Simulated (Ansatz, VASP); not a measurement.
Hg in VASP and in Ansatz

File INCAR:

```
PREC = Accurate ; ENCUT = 520
EDIFF = 1E-6 ; ISMEAR = -1
SIGMA = 0.03 ; LREAL = F
LASPH = T ; NELM = 80
ALGO = Fast ; ISIF = 2
LWAVE = F ; LCHARG = F
GGA = PE ; NBANDS = 12
```

The input KPOINTS:

```
Automatic mesh
0
Gamma
  4 4 4
```

File POSCAR:

```
Hg
1.0
   -1.8767364354      1.8767364354      1.9168448550
    1.8767364354     -1.8767364354      1.9168448550
    1.8767364354      1.8767364354     -1.9168448550
Hg
1
Direct
    0.5000000000      0.5000000000      0.0000000000
```

File input.yaml:

```yaml
crystal:
  lattice:
    - [-1.8767364354, 1.8767364354, 1.916844855]
    - [1.8767364354, -1.8767364354, 1.916844855]
    - [1.8767364354, 1.8767364354, -1.916844855]
  atoms:
    - { symbol: Hg, position: [0.5, 0.5, 0.0] }
kpoints:
  mp_grid: { grid: [4, 4, 4] }
scf:
  occupations: { method: fermi_dirac, width: 0.03 }
hamiltonian:
  xc: pbe
  pseudopotentials: { kind: all_electron, lapw: { basis_error: 0.002 } }
output:
  forces: true
  stress: true
  eigenvalues: true
```

Alike in both runs: task single point; functional PBE; k mesh 4 × 4 × 4; occupations fermi-dirac, width 0.03 eV; no spin polarisation.

|  | VASP | Ansatz |
| --- | --- | --- |
| version | VASP 6.6.1 | Ansatz 0.2.0 |
| potentials or method | VASP PAW PBE potentials, release 64 (Hg) | all-electron LAPW, scalar-relativistic |
| plane-wave cutoff (eV) | 520 | see its input |

|  | VASP | Ansatz | Ansatz less VASP |
| --- | --- | --- | --- |
| gap on the k mesh at the Fermi level (eV) | none | none | - |
| pressure (GPa) | -0.5 | -0.7 | -0.20 |
| largest component of the traceless stress (GPa) | 2.66 | 2.63 | -0.031 |

A gap of «none» marks a metal or a gap that the smearing closes. Ansatz ran all-electron here, so the differences hold the error of VASP's frozen core and of both bases.

Caveats: the k mesh is coarse (spacing up to 0.59 Å⁻¹), so the values aren't converged. Spin-orbit coupling is left out, which matters for the levels of Hg.
